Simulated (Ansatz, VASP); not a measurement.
**Sr: VASP beside Ansatz**

The input POSCAR:

```
Sr
1.0
    0.0000000000      2.9802437979      2.9802437979
    2.9802437979      0.0000000000      2.9802437979
    2.9802437979      2.9802437979      0.0000000000
Sr
1
Direct
    0.0000000000      0.0000000000      0.0000000000
```

INCAR.step1

```
SYSTEM = Sr
  PREC = Accurate
  ENCUT = 520
  ISMEAR = -1
  SIGMA = 0.05
  LREAL = .FALSE.
  LASPH = .TRUE.
  NELM = 60
  NBANDS = 11
  GGA = PE
  ALGO = Normal
  EDIFF = 1E-4
  LWAVE = .TRUE.
  LCHARG = .FALSE.
```

Contents of INCAR.step2:

```
SYSTEM = Sr
  PREC = Accurate
  ENCUT = 520
  EDIFF = 1E-6
  ISMEAR = -1
  SIGMA = 0.05
  LREAL = .FALSE.
  LASPH = .TRUE.
  NELM = 60
  ALGO = Normal
  ISIF = 2
  LWAVE = .FALSE.
  LCHARG = .FALSE.
  METAGGA = R2SCAN
  LMIXTAU = .TRUE.
  NBANDS = 11
  ISTART = 1
```

KPOINTS

```
Automatic mesh
0
G
  8 8 8
  0 0 0
```

input.yaml

```yaml
crystal:
  lattice:
    - [0.0, 2.9802437979, 2.9802437979]
    - [2.9802437979, 0.0, 2.9802437979]
    - [2.9802437979, 2.9802437979, 0.0]
  atoms:
    - { symbol: Sr, position: [0.0, 0.0, 0.0] }
hamiltonian:
  xc: r2scan
  pseudopotentials: { kind: paw }
kpoints:
  mp_grid: { grid: [8, 8, 8] }
scf:
  occupations: { method: fermi_dirac, width: 0.05 }
output:
  forces: true
  stress: true
  eigenvalues: true
```

Alike in both runs: task single point; functional r2SCAN; k mesh 8 × 8 × 8; occupations fermi-dirac, width 0.05 eV; no spin polarisation.

|  | VASP | Ansatz |
| --- | --- | --- |
| version | VASP 6.6.1 | Ansatz 0.2.0 |
| potentials or method | VASP PAW PBE potentials, release 64 (Sr_sv) | Ansatz PAW |
| plane-wave cutoff (eV) | 520 | 500 |
| valence electrons in the cell | 10 | 10 |

|  | VASP | Ansatz | Ansatz less VASP |
| --- | --- | --- | --- |
| gap on the k mesh at the Fermi level (eV) | none | none | - |
| pressure (GPa) | 0.9 | 0.9 | -0.02 |

A gap of «none» marks a metal or a gap that the smearing closes.

Caveats: the PAW data sets were made with another functional, which shifts forces and pressure a little (VASP); the PAW data sets come from PBE, with cores solved anew for the run's functional, which leaves a small shift of forces and pressure (Ansatz).
